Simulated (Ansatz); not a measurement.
# TaAs (I4_1md) in Ansatz: settings compared, part 2 of 2

Ansatz 0.2.0.

## (4) Band structure, LDA+U

Contents of input.yaml:

```yaml
crystal:
  lattice:
    - [-1.7218133622, 1.7218133622, 5.8679415361]
    - [1.7218133622, -1.7218133622, 5.8679415361]
    - [1.7218133622, 1.7218133622, -5.8679415361]
  atoms:
    - { symbol: Ta, position: [0.4999673, 0.4999673, 0.0] }
    - { symbol: Ta, position: [0.2499673, 0.7499673, 0.5] }
    - { symbol: As, position: [0.08263212, 0.08263212, 0.0] }
    - { symbol: As, position: [0.83263212, 0.33263212, 0.5] }
hamiltonian:
  xc: lda
  pseudopotentials: { kind: paw }
  hubbard: { sites: [{ species: Ta, l: d, u_eff: 2.0 }] }
kpoints:
  mp_grid: { grid: [11, 11, 11] }
  band_path:
    path:
      - [[0.0, 0.0, 0.0], [-0.5, 0.5, 0.0], [-0.5, 0.5, -0.0430497462], [-0.2715248731, 0.2715248731, -0.2715248731], [0.0, 0.0, 0.0], [0.5, 0.5, -0.5], [0.2715248731, 0.7284751269, -0.7284751269], [0.0, 0.5, -0.5], [-0.25, 0.75, -0.25], [0.0430497462, 0.9569502538, -0.5], [0.5, 0.5, -0.5]]
      - [[-0.5, 0.5, 0.0], [-0.25, 0.75, -0.25]]
    npoints: 14
scf:
  occupations: { method: fermi_dirac, width: 0.05 }
  n_extra_bands: 10
output:
  forces: true
  stress: true
  eigenvalues: true
  fatbands: false
```

Potentials or basis: Ansatz PAW.

The run is started by

```bash
> ansatz run input.yaml --threads 2 --pin off --max-ram 5632MiB --backend cpu --events-out ev --progress --plain --runs-dir out
```

Standard output:

```text
Warning: RAYON_NUM_THREADS=2 ignored (pool sized by the plan → 2); use --threads N
basis.fft_grid_basis auto: the FFT boxes are laid along the combinations [[1, 0, 1], [0, 1, 1], [0, 0, 1]] of the cell's own vectors, 3.444, 3.444 and 6.353 Å long. The dense box has 24×24×45 points. Along the cell's own vectors, as sized, it would have 45×45×45, 3.52 times as many. Of the 8 symmetry operations that the crystal satisfies within crystal.symmetry.tolerance (time reversal apart; of a slab, those that keep its plane) the dense box along the cell's own vectors carries 8, and the one as laid loses 6 of those. basis.fft_grid_basis: typed keeps the cell's own vectors: state it where this run's energies or levels are differenced outside the engine with another run's, or held beside a run that keeps those vectors.
Ta: projections on atomic orbitals take those of the free atom [Kr 4d10 4f14] 5s2 5p6 5d3 6s2, of charge +0.00 (hamiltonian.pseudopotentials.projection_atoms); the dataset's partial waves leave at most 6.0e-5 of an orbital's norm unspanned inside its sphere
As: projections on atomic orbitals take those of the free atom [Ar] 3d10 4s2 4p3, of charge +0.00 (hamiltonian.pseudopotentials.projection_atoms); the dataset's partial waves leave at most 1.7e-6 of an orbital's norm unspanned inside its sphere
scf.n_extra_bands = 10 over 28 filled bands (N_el = 56.0): the run solves 38 bands
Engine: ansatz 0.2.0, aarch64-unknown-linux-gnu
Pseudopotentials: kind: paw
Pseudopotential: Ta, paw, valence charge 13, recommended cutoff 420 eV (normal), Ta.paw.azcp
[... 64 lines left out ...]
--- Stress (GPa, compression-positive) ---
       -6.580482       0.000000      -0.000000
        0.000000      -6.580482      -0.000000
       -0.000000       0.000000      -6.481429
  P = ⅓ Tr σ = -6.5475 GPa (-65.475 kbar)
--- Band table (eV; the first three rows and the last of 126) ---
  k-point 0: bands = ["-51.6946", "-51.6838", "-19.0416", "-19.0416", "-19.0069", "-19.0042", "-18.9917", "-18.9901", "-18.9898", "-18.9898", "-18.9871", "-18.9769", "-18.2636", "-18.2092", "-18.2092", "-18.0794", "-18.0794", "-18.0173", "2.7346", "5.2249", "9.7982", "13.6928", "14.3363", "14.3363", "14.4919", "14.8245", "15.1412", "15.1412", "17.7435", "18.3893", "19.0317", "19.8498", "19.8498", "20.0683", "20.8462", "20.8462", "20.9209", "22.1200"]
  k-point 1: bands = ["-51.6936", "-51.6835", "-19.0455", "-19.0435", "-19.0066", "-19.0019", "-19.0000", "-18.9953", "-18.9891", "-18.9869", "-18.9811", "-18.9768", "-18.2566", "-18.2207", "-18.2170", "-18.0923", "-18.0844", "-18.0164", "2.9535", "5.3129", "9.9460", "13.2390", "14.0463", "14.0486", "14.1227", "14.6966", "15.3395", "15.4975", "17.3905", "17.9185", "19.2540", "19.4290", "19.9492", "20.3006", "20.6063", "21.0032", "22.1237", "23.5776"]
  k-point 2: bands = ["-51.6910", "-51.6824", "-19.0558", "-19.0418", "-19.0159", "-19.0109", "-19.0003", "-18.9978", "-18.9855", "-18.9853", "-18.9762", "-18.9760", "-18.2633", "-18.2388", "-18.2209", "-18.1245", "-18.0995", "-18.0154", "3.5574", "5.5044", "10.4413", "12.2124", "12.9532", "13.3199", "13.5892", "14.9797", "15.8029", "15.9384", "17.0591", "17.2144", "18.8655", "19.6773", "20.2458", "20.4977", "20.7340", "22.1274", "23.8682", "24.7307"]
  k-point 125: bands = ["-51.6890", "-51.6888", "-19.0492", "-19.0492", "-19.0016", "-19.0002", "-18.9969", "-18.9921", "-18.9875", "-18.9850", "-18.9799", "-18.9789", "-18.2400", "-18.2188", "-18.1399", "-18.1381", "-18.0779", "-18.0636", "3.8118", "3.8298", "12.1390", "12.2057", "13.4680", "13.8102", "13.9566", "14.4119", "15.4963", "16.0258", "17.7434", "18.4864", "18.7477", "19.0978", "19.7140", "19.9267", "20.8820", "21.8531", "22.9104", "23.6795"]
Occupation matrices written to <dir>
```

bands.tsv:

```text
[... 177 lines left out ...]
7.522846	-68.480868	-68.480868	-35.875824	-35.875824	-35.817705	-35.817705	-35.802805	-35.802805	-35.783551	-35.783551	-35.770502	-35.770502	-35.154721	-35.154721	-34.990042	-34.990042	-34.853845	-34.853845	-11.250934	-11.250934	-5.586486	-5.586486	-5.055738	-5.055738	-3.220514	-3.220514	-1.120409	-1.120409	2.726426	2.726426	3.004446	3.004446	3.726306	3.726306	3.948633	3.948633	6.920754	6.920754
```

Wall time 32 s (2 threads of Arm Neoverse V1, shared host); peak memory 0.68 GiB.

Results:

* Free energy: -28910.1645 eV
* Pressure: -6.5 GPa
* Largest force: 0.013 eV/Å
* Band gap on the k mesh: none (metal or under the smearing width)

Forces on the atoms (eV/Å):
```
Ta   0.000  0.000  0.013
Ta   0.000  0.000  0.013
As   0.000  0.000 -0.013
As   0.000  0.000 -0.013
```

Stress tensor (GPa, compression positive):
```
-6.58  0.00  0.00
 0.00 -6.58  0.00
 0.00  0.00 -6.48
```

Levels at the corners of the path, in eV from the Fermi level:
```csv
point,band 26,band 27,band 28,band 29,band 30,band 31
Γ,-1.98,-1.66,-1.66,0.94,1.59,2.23
X,-3.21,-1.12,-1.12,2.72,2.72,3.01
Y,-3.18,-1.14,-1.14,2.57,2.57,2.91
S,-2.40,-1.76,-0.07,0.02,1.69,2.08
Γ,-1.98,-1.66,-1.66,0.94,1.59,2.23
Z,-2.76,-0.96,-0.96,1.25,1.25,2.25
S1,-2.40,-1.76,-0.07,0.02,1.69,2.08
N,-2.34,-1.58,-0.33,0.16,1.36,2.18
P,-3.22,-1.12,-1.12,2.73,2.73,3.00
Y1,-3.18,-1.14,-1.14,2.57,2.57,2.91
Z,-2.76,-0.96,-0.96,1.25,1.25,2.25
X,-3.21,-1.12,-1.12,2.72,2.72,3.01
P,-3.22,-1.12,-1.12,2.73,2.73,3.00
```

Eigenvalues of the final occupation matrices:
```
  site  spin  trace               eigenvalues
site 1     1   2.09  0.39 0.40 0.42 0.43 0.45
site 2     1   2.09  0.39 0.40 0.42 0.43 0.45
```

Caveat: spin-orbit coupling is left out, which moves the levels of the heavy elements; U without spin polarisation on a metal has little footing; the PAW data sets come from PBE, with cores solved anew for the run's functional, which leaves a small shift of forces and pressure; the U is typed as a test and isn't derived for this compound.

## (5) Band structure, LDA+U

input.yaml: that of step 4 with these lines changed.

```diff
@@ -13,3 +13,3 @@
   pseudopotentials: { kind: paw }
-  hubbard: { sites: [{ species: Ta, l: d, u_eff: 2.0 }] }
+  hubbard: { sites: [{ species: Ta, l: d, u_eff: 3.0 }] }
 kpoints:
```

The run is started by

```bash
> ansatz run input.yaml --threads 2 --pin off --max-ram 5632MiB --backend cpu --events-out ev --progress --plain --runs-dir out
```

Wall time 33 s (2 threads of Arm Neoverse V1, shared host); peak memory 0.68 GiB.

Results (log left out):

- Free energy: -28907.7397 eV
- Pressure: -6.0 GPa
- Largest force: 0.010 eV/Å
- Band gap on the k mesh: none (metal or under the smearing width)

Forces on the atoms (eV/Å):
```
Ta   0.000  0.000  0.010
Ta   0.000  0.000  0.010
As   0.000  0.000 -0.010
As   0.000  0.000 -0.010
```

Stress tensor (GPa, compression positive):
```
-6.05  0.00  0.00
 0.00 -6.05  0.00
 0.00  0.00 -5.89
```

Levels at the corners of the path, in eV from the Fermi level:
```csv
point,band 26,band 27,band 28,band 29,band 30,band 31
Γ,-2.01,-1.69,-1.69,0.96,1.61,2.17
X,-3.23,-1.16,-1.16,2.67,2.67,2.99
Y,-3.21,-1.18,-1.18,2.53,2.53,2.89
S,-2.40,-1.79,-0.05,-0.01,1.69,2.06
Γ,-2.01,-1.69,-1.69,0.96,1.61,2.17
Z,-2.77,-1.00,-1.00,1.27,1.27,2.25
S1,-2.40,-1.79,-0.05,-0.01,1.69,2.06
N,-2.38,-1.60,-0.38,0.18,1.35,2.16
P,-3.24,-1.16,-1.16,2.68,2.68,2.99
Y1,-3.21,-1.18,-1.18,2.53,2.53,2.89
Z,-2.77,-1.00,-1.00,1.27,1.27,2.25
X,-3.23,-1.16,-1.16,2.67,2.67,2.99
P,-3.24,-1.16,-1.16,2.68,2.68,2.99
```

Eigenvalues of the final occupation matrices:
| site | spin | trace | eigenvalues |
| --- | --- | --- | --- |
| site 1 | 1 | 2.08 | 0.38 0.39 0.41 0.43 0.46 |
| site 2 | 1 | 2.08 | 0.38 0.39 0.41 0.43 0.46 |

Caveat: spin-orbit coupling is left out, which moves the levels of the heavy elements; U without spin polarisation on a metal has little footing; the PAW data sets come from PBE, with cores solved anew for the run's functional, which leaves a small shift of forces and pressure; the U is typed as a test and isn't derived for this compound.

## (6) Overview

| level | U | hubbard projectors | double counting | gap on the mesh (eV) | pressure (GPa) | largest force (eV/Å) |
| --- | --- | --- | --- | --- | --- | --- |
| LDA | - | - | - | none | -7.5 | 0.02 |
| LDA+U | Ta d U = 1 eV | ortho-atomic (the default) | fll (the default) | none | -7.1 | 0.02 |
| LDA+U | Ta d U = 2 eV | ortho-atomic (the default) | fll (the default) | none | -6.5 | 0.01 |
| LDA+U | Ta d U = 3 eV | ortho-atomic (the default) | fll (the default) | none | -6.0 | 0.01 |

Alike in all rows: task band structure; potentials or basis Ansatz PAW; no spin polarisation; cell as given; k mesh 11 × 11 × 11; cutoff (eV) 420; smearing fermi-dirac 0.05 eV.

Every run on the cell as given and a fine mesh finds a metal. The pressure there spans -7.5 GPa (LDA) to -6.0 GPa (LDA+U); a positive pressure means that this level wants a larger cell, a negative one a smaller.

Caveats: spin-orbit coupling is left out, which moves the levels of the heavy elements; the PAW data sets come from PBE, with cores solved anew for the run's functional, which leaves a small shift of forces and pressure; U without spin polarisation on a metal has little footing (some runs); the U is typed as a test and isn't derived for this compound (some runs).

Absolute energies hang on the potentials; compare differences alone.
